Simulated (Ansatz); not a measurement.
Trial structure of P, not yet relaxed:

```
P
1.0
     4.27533    0.00000    0.00000
     0.00000    4.27533    0.00000
     0.00000    0.00000    4.27533
P
4
Direct
  0.24665 0.24665 0.24665
  0.25335 0.75335 0.74665
  0.75335 0.74665 0.25335
  0.74665 0.25335 0.75335
```

These are results of Ansatz, DFT PBE, scalar-relativistic, plane waves, PAW, not measurements. Cutoff 420 eV; k points 4×4×4 on the computed 4-atom cell (Γ-centred); Gaussian smearing, width 0.10 eV; no spin polarisation.

Energies count from the standard state of P at the same level. The references include black phosphorus.

Problem. Estimate its pressure, forces and energy as it stands.

Solution. The pressure is -14.6 GPa (it wants to contract), the largest force is 0.07 eV/Å, and the energy is +1.12 eV/atom against the standard state. The shortest distance is 3.00 Å.

Problem. How much does it gain on relaxing, and where does it end?

Solution. Relaxing gains about 0.69 eV/atom (the start's value is from the coarse mesh, so the gain is rough) in 15 ionic steps and ends at +0.44 eV/atom on the finer mesh. The symmetry goes from P2_13 (No. 198) to P4_332 (No. 212). The volume per atom shrinks by 15.6 %, from 19.5 to 16.5 Å³. The shortest distance goes from 3.00 Å (P–P) to 2.47 Å (P–P). Conventional cell: a = 4.040 Å. P has 6 P at 2.47 Å.

The last run used a 12×12×12 mesh for its 4-atom cell and Gaussian smearing of 0.10 eV. The reference form of P is held partly by dispersion forces, which this level lacks. The relaxation can't lower the symmetry of the start. A structure relaxed within its symmetry needn't be a true minimum. Another cell of P relaxed alike, in Pm-3m, lies 0.35 eV/atom lower, so this cell isn't the stable form at this level.
